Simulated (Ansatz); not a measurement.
# CdGeAs2 (I-42d) in Ansatz: a series of runs

The runs below take CdGeAs2 through relaxation of cell and atoms, with PBEsol.

Program: Ansatz 0.2.0. These are calculated values, not measurements. Logs are shortened: lines on timing, memory, paths and dates and some standing lists are left out, and cuts for length are marked.

## 1. The structure

It takes space group I-42d (No. 122, tetragonal). The conventional cell has a = 5.978 Å, b = 5.978 Å, c = 11.329 Å, α = 90.00°, β = 90.00°, γ = 90.00°. Cd (site symmetry -4) is surrounded by 4 As at 2.65 Å. Around As (site symmetry 2) lie 2 Ge at 2.45 Å and 2 Cd at 2.65 Å. Around Ge (site symmetry -4) lie 4 As at 2.45 Å.

The cell is a database's computed one.

## 2. Relaxation of cell and atoms, PBEsol, target pressure 5 GPa, at which the enthalpy is minimised

The input, input.yaml:

```yaml
crystal:
  lattice:
    - [-2.9888745628, 2.9888745628, 5.6642966801]
    - [2.9888745628, -2.9888745628, 5.6642966801]
    - [2.9888745628, 2.9888745628, -5.6642966801]
  atoms:
    - { symbol: Cd, position: [0.5, 0.5, 0.0] }
    - { symbol: Cd, position: [0.25, 0.75, 0.5] }
    - { symbol: As, position: [0.09621757, 0.125, 0.47121757] }
    - { symbol: As, position: [0.375, 0.90378243, 0.02878243] }
    - { symbol: As, position: [0.65378243, 0.625, 0.52878243] }
    - { symbol: As, position: [0.875, 0.34621757, 0.97121757] }
    - { symbol: Ge, position: [0.75, 0.25, 0.5] }
    - { symbol: Ge, position: [0.0, 0.0, 0.0] }
hamiltonian:
  xc: pbesol
  pseudopotentials: { kind: paw }
kpoints:
  mp_grid: { grid: [6, 6, 6] }
scf:
  occupations: { method: fermi_dirac, width: 0.05 }
output:
  forces: true
  stress: true
  eigenvalues: true
relax:
  f_tol: 0.01
  max_steps: 40
  cell: { stress_tol: 0.05, p_target: 5.0 }
```

Potentials or basis: Ansatz PAW.

Run with:

```sh
$ ansatz run input.yaml --threads 4 --pin off --max-ram 11264MiB --backend cpu --events-out ev --progress --plain --runs-dir out
```

The log of the run:

```text
Warning: RAYON_NUM_THREADS=4 ignored (pool sized by the plan → 4); use --threads N
Engine: ansatz 0.2.0, aarch64-unknown-linux-gnu
Pseudopotentials: kind: paw
Pseudopotential: Cd, paw, valence charge 20, recommended cutoff 420 eV (normal), Cd.paw.azcp
Pseudopotential: As, paw, valence charge 15, recommended cutoff 420 eV (normal), As.paw.azcp
Pseudopotential: Ge, paw, valence charge 14, recommended cutoff 420 eV (normal), Ge.paw.azcp
Functional definition: PBEsol
  exchange = pbesol_x
  correlation = pbesol_c
Crystal: 8 atoms, lattice volume = 202.405 Å³
Basis set: ecut = 420 eV, 3943 PW (Γ), exchange–correlation on 96×96×96 points (8 copies of the dense FFT grid, shifted against one another)
Bands: 77, of which v1, the nominal top of the filled ones, is band 64 counted from 1 (63 counted from 0)
Symmetry: 8 space group operations
Space group: I-42d (ITA 122), of the structure as read, at distance tolerance 5.9e-5 Å
k-points: 30 of 216 (time reversal used)
Non-local potential: Cd, projectors of the file, l = 0: 3, l = 1: 2, l = 2: 2, l = 3: 1
Non-local potential: As, projectors of the file, l = 0: 2, l = 1: 2, l = 2: 3, l = 3: 1
Non-local potential: Ge, projectors of the file, l = 0: 2, l = 1: 2, l = 2: 3, l = 3: 1
PAW form: soft (Blöchl's): semilocal exchange-correlation on the pseudo side does not see the compensation charge
PAW frozen core: Cd, regenerated for the run's functional, and the local potential with it (the file was generated under x = pbe(κ = 0.804, μ = 0.2195149727645171), c = pbe(β = 0.06672455060314922))
PAW frozen core: As, regenerated for the run's functional, and the local potential with it (the file was generated under x = pbe(κ = 0.804, μ = 0.2195149727645171), c = pbe(β = 0.06672455060314922))
PAW frozen core: Ge, regenerated for the run's functional, and the local potential with it (the file was generated under x = pbe(κ = 0.804, μ = 0.2195149727645171), c = pbe(β = 0.06672455060314922))
PAW one-centre angular grid: Cd, 590 points (default); XC on 64 Gauss nodes
PAW one-centre angular grid: As, 590 points (default); XC on 64 Gauss nodes
PAW one-centre angular grid: Ge, 590 points (default); XC on 64 Gauss nodes
Initial density: superposition of atomic densities (neutral atoms: chi_scale 0, normalization atom), corrected by the library's trained network
Initial wavefunctions: pseudopotential atomic-orbital guess
Functional: x = pbesol(κ = 0.804, μ = 0.12345679012345678), c = pbesol(β = 0.046)
SCF iter   1: F=—  HF=-44127.656205 eV  |F-HF|=—  |Δ(HF+E_count)|=         —  Δρ=3.65e-3  dr2=3.27e-2  ethr=1.77e-3  ⟨swp⟩=6.0  Hψ=7865  notcnv=0  defer=10
preconditioner: auto → Resta (q_TF=auto, 2.528 Å⁻¹)  ε∞=4.3  [insulator: Δε(μ)=0.198 eV  Ē_g=10.352 eV  σ=0.050 eV  W_gap=0.61  n_scr=60 (ndim 8)  ℏωp=18.8 eV  f_vac=0.125  D(μ)=0.11/eV (n_scr^D=0)  ε∞_Penn≈4.3]
SCF iter   2: F=—  HF=-44127.648430 eV  |F-HF|=—  |Δ(HF+E_count)|=   7.78e-3  Δρ=1.50e-3  dr2=7.06e-3  ethr=2.56e-5  ⟨swp⟩=3.0  Hψ=4835  notcnv=0  defer=42
SCF iter   3: F=—  HF=-44127.647218 eV  |F-HF|=—  |Δ(HF+E_count)|=   1.21e-3  Δρ=5.84e-4  dr2=1.25e-3  ethr=5.51e-6  ⟨swp⟩=2.0  Hψ=2429  notcnv=0  defer=42
SCF iter   4: F=—  HF=-44127.647230 eV  |F-HF|=—  |Δ(HF+E_count)|=   1.15e-5  Δρ=1.72e-4  dr2=8.79e-5  ethr=9.78e-7  ⟨swp⟩=2.0  Hψ=2922  notcnv=0  defer=42
SCF iter   5: F=—  HF=-44127.647303 eV  |F-HF|=—  |Δ(HF+E_count)|=   7.32e-5  Δρ=7.83e-5  dr2=1.37e-5  ethr=6.86e-8  ⟨swp⟩=2.0  Hψ=3822  notcnv=0  defer=42
[... 67 lines left out ...]
relax step   6: F+E_penalty+E_count = -44127.46328674 eV  Δ(F+E_penalty+E_count) = +2.735e-3 eV  max|allowed force component| = 3.081e-5 eV/Å  Δτ_max = 0.0000 Å  P = +4.991 GPa  Ω = 186.187 Å³  stress off target by 9.40e-3 GPa  SCF on the basis re-selected at this cell (its energy is not comparable with the rows above)  (8 SCF iters)
basis re-selected at this cell: Δ(F+E_penalty+E_count) = +2.735e-3 eV, ΔP = -0.001 GPa vs the last step (what re-selecting the basis moved, of the pressure what is left beyond the Pulay correction that the steps carried, after the strain that the cell walked since its last selection, with what the two solves' SCF thresholds leave and, on support functions, any second-order correction that the steps lacked; it is no measure of the basis error at this ecutwfc). This SCF's stress stands 9.40e-3 GPa from its target on what of the cell is left free (relax.cell.stress_tol is 5.00e-2 GPa) and its largest allowed force component is 3.08e-5 eV/Å (relax.f_tol is 1.00e-2 eV/Å): within both
SCF converged after 8 iterations
Free energy (F): -44127.463287 eV
Harris-Foulkes:  -44127.463287 eV  (|F-HF|=1.46e-11)
Internal energy: -44127.462525 eV  (E = F + TS)
E sigma→0 (E₀):  -44127.462906 eV
Entropy (-TS):   -0.000762 eV (-0.095 meV/atom)
Fermi energy:    9.744920 eV
--- Per-component energies (eV) ---
  E_band       = -2207.514562
  E_kinetic    = 1652.031126
  E_local      = -19415.687045  (includes V_loc(G=0)·N_el)
  E_nonlocal   = -1759.834635
  E_hartree    = 9494.335275
  E_xc         = -818.963046
  E_vxc        = -893.093045  (∫ρ·V_xc dr)
  E_paw        = -19157.020823  (= ΣΔE_a)
  E_vpaw       = -779.602362  (= ΣTr[D̂ρ^β])
  E_aug_tail   = 0.000654  (compensation charges beyond the density's cutoff)
  E_ewald      = -14128.709539
  E_core_change = 6.385507  (= ΣΔE_core)
  E_smearing   = -0.000762  (= −TS)
  E_closure    = -0.000000  (closes the sum)
  Σ components = -44127.463287   (vs F -44127.463287, Δ=0.00e0)
--- Forces (eV/Å), atoms counted from 1 ---
  atom   1  Cd    -0.00000000     0.00000000    -0.00000000
  atom   2  Cd    -0.00000000    -0.00000000    -0.00000000
  atom   3  As     0.00000000    -0.00003081    -0.00000000
  atom   4  As     0.00003081     0.00000000     0.00000000
  atom   5  As    -0.00000000     0.00003081     0.00000000
  atom   6  As    -0.00003081    -0.00000000     0.00000000
  atom   7  Ge    -0.00000000    -0.00000000    -0.00000000
  atom   8  Ge    -0.00000000    -0.00000000     0.00000000
  max |Σ_I F_I| component: 2.42e-17 eV/Å
--- Stress (GPa, compression-positive) ---
        4.990602       0.000000       0.000000
        0.000000       4.990602      -0.000000
        0.000000       0.000000       4.993196
  P = ⅓ Tr σ = 4.9915 GPa (49.915 kbar)
--- Band table (eV; the first three rows and the last of 30) ---
  k-point 0: bands = ["-92.7985", "-92.7985", "-53.9044", "-53.9039", "-53.8803", "-53.8803", "-53.8800", "-53.8800", "-25.8473", "-25.8467", "-25.8463", "-25.8463", "-25.8461", "-25.8457", "-25.8453", "-25.8453", "-25.7826", "-25.7819", "-25.7817", "-25.7817", "-25.7565", "-25.7561", "-25.7551", "-25.7551", "-25.7408", "-25.7406", "-25.7406", "-25.7406", "-15.3881", "-15.3881", "-15.3869", "-15.3812", "-15.3777", "-15.3777", "-15.3567", "-15.3548", "-15.3548", "-15.3522", "-3.8325", "-1.5069", "-1.5069", "-1.4803", "0.0194", "0.9140", "0.9735", "0.9735", "1.0720", "1.1532", "1.1749", "1.2085", "1.4798", "1.4821", "1.4821", "2.6762", "5.1196", "5.2417", "5.2417", "5.6440", "6.1463", "7.1361", "7.1361", "9.4602", "9.4602", "9.7136", "9.7657", "10.6795", "11.2157", "12.5396", "12.5396", "12.8412", "13.7413", "14.4860", "14.4860", "14.5429", "15.6410", "15.7807", "15.7807"]
  k-point 1: bands = ["-92.7985", "-92.7985", "-53.9043", "-53.9039", "-53.8803", "-53.8803", "-53.8801", "-53.8801", "-25.8472", "-25.8467", "-25.8464", "-25.8463", "-25.8460", "-25.8458", "-25.8453", "-25.8453", "-25.7825", "-25.7819", "-25.7817", "-25.7817", "-25.7563", "-25.7560", "-25.7552", "-25.7552", "-25.7409", "-25.7407", "-25.7405", "-25.7405", "-15.3880", "-15.3877", "-15.3867", "-15.3812", "-15.3783", "-15.3781", "-15.3565", "-15.3548", "-15.3546", "-15.3524", "-3.6867", "-1.7942", "-1.5891", "-1.4966", "0.2633", "0.8677", "0.9386", "0.9709", "1.0883", "1.1107", "1.1488", "1.1971", "1.3628", "1.4987", "1.5847", "2.8010", "4.9024", "5.3259", "5.4205", "6.0211", "6.1409", "7.2732", "7.3222", "7.7810", "8.9922", "9.3328", "11.0225", "11.0405", "12.3773", "12.4439", "12.6391", "13.3907", "13.7896", "14.0236", "14.2019", "14.7152", "15.5552", "15.7991", "16.9418"]
  k-point 2: bands = ["-92.7985", "-92.7985", "-53.9043", "-53.9040", "-53.8802", "-53.8802", "-53.8801", "-53.8801", "-25.8470", "-25.8467", "-25.8464", "-25.8464", "-25.8459", "-25.8458", "-25.8454", "-25.8453", "-25.7823", "-25.7819", "-25.7819", "-25.7818", "-25.7559", "-25.7558", "-25.7555", "-25.7554", "-25.7410", "-25.7408", "-25.7405", "-25.7404", "-15.3876", "-15.3873", "-15.3853", "-15.3813", "-15.3799", "-15.3790", "-15.3559", "-15.3550", "-15.3541", "-15.3528", "-3.3031", "-2.3151", "-1.7097", "-1.5686", "0.6955", "0.7694", "0.9419", "0.9617", "1.0807", "1.1274", "1.1422", "1.1650", "1.2794", "1.3664", "1.7987", "2.6104", "4.4209", "5.2729", "5.5328", "6.4738", "6.7997", "7.2720", "7.7593", "7.8804", "8.4947", "9.0445", "11.2018", "11.2136", "11.9687", "12.6214", "13.3573", "13.4198", "13.5939", "14.2002", "14.8682", "15.0722", "15.1006", "15.3765", "16.5347"]
  k-point 29: bands = ["-92.7985", "-92.7985", "-53.9041", "-53.9041", "-53.8803", "-53.8803", "-53.8800", "-53.8800", "-25.8475", "-25.8475", "-25.8458", "-25.8458", "-25.8457", "-25.8457", "-25.8454", "-25.8454", "-25.7822", "-25.7822", "-25.7817", "-25.7817", "-25.7563", "-25.7563", "-25.7551", "-25.7551", "-25.7407", "-25.7407", "-25.7406", "-25.7406", "-15.3889", "-15.3889", "-15.3840", "-15.3840", "-15.3769", "-15.3769", "-15.3566", "-15.3566", "-15.3527", "-15.3527", "-2.9954", "-2.9954", "-1.5157", "-1.5157", "0.7022", "0.7022", "1.0437", "1.0437", "1.0884", "1.0884", "1.1962", "1.1962", "1.2962", "1.2962", "2.1837", "2.1837", "5.7051", "5.7051", "5.9262", "5.9262", "7.1567", "7.1567", "7.5567", "7.5567", "8.4119", "8.4119", "10.8754", "10.8754", "11.0514", "11.0514", "12.1947", "12.1947", "12.8296", "12.8296", "15.6790", "15.6790", "15.9420", "15.9420", "16.9329"]
--- Relaxed structure (5 steps of the walk, 5 accepted, 1 SCFs on fresh bases) ---
  F+E_penalty+E_count = -44127.46328674 eV   max|allowed force component| = 3.081e-5 eV/Å   (the final SCF, on the basis selected at the relaxed cell)
  cell:  # Å, volume = 186.1874 Å³
    - [-2.9092554175034233, 2.9092554175034233, 5.499543239016542]
    - [2.9092554175034233, -2.9092554175034233, 5.499543239016542]
    - [2.9092554175034233, 2.9092554175034233, -5.499543239016542]
  atoms:
    - { symbol: Cd, position: [0.5, 0.5, -1.4509838398435197e-19] }
    - { symbol: Cd, position: [0.24999999999999997, 0.7500000000000001, 0.5000000000000001] }
    - { symbol: As, position: [0.10032096289594562, 0.12500000000000006, 0.4753209628959456] }
    - { symbol: As, position: [0.375, 0.8996790371040544, 0.024679037104054447] }
    - { symbol: As, position: [0.6496790371040546, 0.625, 0.5246790371040544] }
    - { symbol: As, position: [0.8750000000000001, 0.35032096289594555, 0.9753209628959456] }
    - { symbol: Ge, position: [0.7500000000000001, 0.24999999999999997, 0.5000000000000001] }
    - { symbol: Ge, position: [-1.4509838398434622e-19, -5.8309924068837385e-34, -1.450983839843469e-19] }
```

It took 86 s on 4 threads of Arm Neoverse V1, shared host; peak memory 0.87 GiB.

Results:

```
Free energy                                            : -44127.4633 eV
Relaxed volume                                         : 23.27 Å³/atom
Relaxed cell                                           : a = 6.868 Å, b = 6.868 Å, c = 6.868 Å, α = 129.88°, β = 129.88°, γ = 73.60°
Space group after relaxing (to 0.05 Å)                 : I-42d (No. 122)
Energy change on relaxing (the enthalpy is what falls) : +23.0 meV/atom
Ionic steps                                            : 6
Pressure after relaxing                                : 5.0 GPa
Band gap on the k mesh                                 : 0.05 eV, direct
```

Step by step:
```tsv
step	energy change (eV)	largest force (eV/Å)	volume (Å³)
1	0.0000	0.1776	202.41
2	0.5228	0.5723	179.18
3	0.1446	0.0269	187.45
4	0.1780	0.0008	186.29
5	0.1813	0.0002	186.19
6	0.1840	0.0000	186.19
```

Final structure:
```yaml
crystal:
  lattice:
    - [-2.90926, 2.90926, 5.49954]
    - [2.90926, -2.90926, 5.49954]
    - [2.90926, 2.90926, -5.49954]
  atoms:
    - { symbol: Cd, position: [0.50000, 0.50000, 0.00000] }
    - { symbol: Cd, position: [0.25000, 0.75000, 0.50000] }
    - { symbol: As, position: [0.10032, 0.12500, 0.47532] }
    - { symbol: As, position: [0.37500, 0.89968, 0.02468] }
    - { symbol: As, position: [0.64968, 0.62500, 0.52468] }
    - { symbol: As, position: [0.87500, 0.35032, 0.97532] }
    - { symbol: Ge, position: [0.75000, 0.25000, 0.50000] }
    - { symbol: Ge, position: [0.00000, 0.00000, 0.00000] }
```

Levels at points of the mesh, in eV from the valence-band top:
```csv
k point,band 60,band 61,band 62,band 63,band 64,band 65,band 66,band 67,band 68,band 69
"(0.00, 0.00, 0.00)",-2.58,-2.58,-0.25,-0.25,0.00,0.05,0.97,1.50,2.83,2.83
"(0.00, 0.00, -0.50)",-2.07,-1.34,-1.34,-0.78,-0.78,0.65,0.65,2.44,2.44,3.68
"(0.00, -0.50, 0.00)",-2.96,-2.43,-1.85,-1.54,-0.93,1.89,1.98,2.54,3.37,3.98
"(-0.50, -0.50, -0.50)",-2.56,-2.16,-2.16,-1.30,-1.30,1.16,1.16,1.34,1.34,2.48
```

Caveat: the plane-wave basis is chosen anew once the cell has moved, so the energies of steps on either side of that aren't comparable; the PAW data sets come from PBE, with cores solved anew for the run's functional, which leaves a small shift of forces and pressure.

## 3. Relaxation of cell and atoms, PBEsol, target pressure 10 GPa, at which the enthalpy is minimised

input.yaml: that of step 2 with these lines changed.

```diff
@@ -28,2 +28,2 @@
   max_steps: 40
-  cell: { stress_tol: 0.05, p_target: 5.0 }
+  cell: { stress_tol: 0.05, p_target: 10.0 }
```

Potentials or basis: Ansatz PAW.

Run with:

```sh
$ ansatz run input.yaml --threads 4 --pin off --max-ram 11264MiB --backend cpu --events-out ev --progress --plain --runs-dir out
```

Wall time 82 s (4 threads of Arm Neoverse V1, shared host); peak memory 0.87 GiB.

The run converged. Its results:

```yaml
Free_energy: -44127.0121 eV
Relaxed_volume: 22.05 Å³/atom
Relaxed_cell: a = 6.729 Å, b = 6.729 Å, c = 6.729 Å, α = 129.60°, β = 129.60°, γ = 74.04°
Space_group_after_relaxing_to_0.05_Å: I-42d (No. 122)
Energy_change_on_relaxing_the_enthalpy_is_what_falls: +79.4 meV/atom
Ionic_steps: 6
Pressure_after_relaxing: 10.0 GPa
Band_gap_on_the_k_mesh: 0.35 eV, direct
```

The path:
```csv
step,energy change (eV),largest force (eV/Å),volume (Å³)
1,0.0000,0.1776,202.41
2,0.7261,0.4167,175.33
3,0.5969,0.0035,176.96
4,0.6298,0.0036,176.41
5,0.6309,0.0017,176.39
6,0.6352,0.0015,176.39
```

Final structure:
```xyz
8
Lattice="-2.8650 2.8650 5.3726 2.8650 -2.8650 5.3726 2.8650 2.8650 -5.3726" Properties=species:S:1:pos:R:3 pbc="T T T"
Cd    0.0000    0.0000    5.3726
Cd    2.8650    0.0000    2.6863
As    1.4325    1.2931   -1.3432
As    1.5719   -1.4325    6.7158
As    1.4325    1.5719    4.0295
As    1.2931    4.2974    1.3432
Ge    0.0000    2.8650    2.6863
Ge    0.0000    0.0000    0.0000
```

Levels at points of the mesh, in eV from the valence-band top:
```
              k point  band 60  band 61  band 62  band 63  band 64  band 65  band 66  band 67  band 68  band 69
   (0.00, 0.00, 0.00)    -2.83    -2.83    -0.30    -0.30     0.00     0.35     0.80     1.40     2.86     2.86
  (0.00, 0.00, -0.50)    -2.22    -1.48    -1.48    -0.86    -0.86     0.74     0.74     2.46     2.46     3.66
  (0.00, -0.50, 0.00)    -3.15    -2.57    -2.01    -1.65    -1.04     2.03     2.06     2.56     3.44     4.01
(-0.50, -0.50, -0.50)    -2.66    -2.34    -2.34    -1.46    -1.46     1.09     1.09     1.26     1.26     2.46
```

Caveat: the plane-wave basis is chosen anew once the cell has moved, so the energies of steps on either side of that aren't comparable; the PAW data sets come from PBE, with cores solved anew for the run's functional, which leaves a small shift of forces and pressure. Expect the measured gap to be larger: semilocal functionals such as PBEsol lack the derivative discontinuity.
